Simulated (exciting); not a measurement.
# Fitting the PBEsol energy curve of Mg

The structure is cubic, space group Im-3m (No. 229). Conventional cell: a = 3.546 Å, b = 3.546 Å, c = 3.546 Å, α = 90.00°, β = 90.00°, γ = 90.00°. Mg (site symmetry m-3m) has 8 Mg at 3.07 Å as nearest neighbours.

This isn't the form of Mg at room conditions, which is hcp.

The cell was scaled at fixed shape and fractions and run with exciting, all-electron LAPW+lo, shipped species files, valence relativity iora*; PBEsol, k mesh 11 × 11 × 11 on the cell of 1 atom, fermi-dirac occupations of 0.05 eV, no spin polarisation, no spin-orbit coupling. Energies are those that the program minimises, any entropy of the smearing included. For a metal such a mesh isn't converged to the digits shown.

| V (Å³/atom) | energy over the lowest row (meV/atom) |
| --- | --- |
| 20.9479 | 12.207 |
| 21.3936 | 5.720 |
| 21.8393 | ? |
| 22.2850 | 0.000 |
| 22.7307 | 0.370 |
| 23.1764 | 2.868 |
| 23.6221 | 6.994 |

**Question.** Fit the third-order Birch-Murnaghan form, give V0, B0 and B′, and predict the energy left open.

**Answer.** With y = (V0/V)^(2/3), E = E0 + (9 V0 B0/16) [(y - 1)³ B′ + (y - 1)² (6 - 4y)]. Least squares through the rows shown give V0 = 22.4144 Å³/atom, E0 = -0.093 meV, B0 = 37.57 GPa (1 eV/Å³ = 160.218 GPa) and B′ = 3.02, with a largest miss of 0.057 meV. At V = 21.8393 the form with these constants gives 1.698 meV; the run gave 1.723 meV an atom.
